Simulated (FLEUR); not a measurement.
## Co under changes of volume

One of the cells (10.640 Å³/atom); the others are scaled copies at fixed shape and fractional positions:

```
CELL_PARAMETERS angstrom
2.47200 0.00000 0.00000
-1.23600 2.14081 0.00000
0.00000 0.00000 4.02114
ATOMIC_POSITIONS crystal
Co 0.66667 0.33333 0.75000
Co 0.33333 0.66667 0.25000
```

| Quantity | Value |
| --- | --- |
| Program | FLEUR MaX-R8.1 (later development tree) |
| Functional | PBEsol |
| Potentials or basis | all-electron |
| Basis | FLAPW |
| Kmax | 4.69 1/bohr |
| k mesh | 12 × 12 × 7 |
| Occupations | fermi-dirac, width 0.05 eV |
| Spin | collinear spin, ferromagnetic start |
| Starting moments | [2.0, 2.0] μB |

| volume (Å³/atom) | energy over the lowest point (meV/atom) | moment (μB per cell) |
| --- | --- | --- |
| 10.002 | ? | ? |
| 10.215 | 1.11 | 3.09 |
| 10.427 | 0.00 | 3.15 |
| 10.640 | 4.93 | 3.20 |
| 10.853 | 15.45 | 3.24 |
| 11.066 | 30.89 | 3.28 |
| 11.279 | 50.78 | 3.31 |

Q: What does the run at 10.002 Å³/atom give?

A: Energy over the lowest point 8.93 meV/atom; moment 3.03 μB per cell.

Worked out: A Birch-Murnaghan fit of order 3 (a polynomial in V^(-2/3)) to the other rows has its minimum at 10.36 Å³/atom with B0 = V·E''(V) = 232 GPa and B' = 4.2 at fixed shape and positions, which overstates the stiffness. It gives 9.06 meV/atom at 10.002 Å³/atom, against the run's 8.93. A parabola through the other rows of the moment, of slope 0.318 μB per Å³/atom there, extrapolates to 3.03 μB, against the run's 3.03.

Energies are extrapolated to zero smearing.
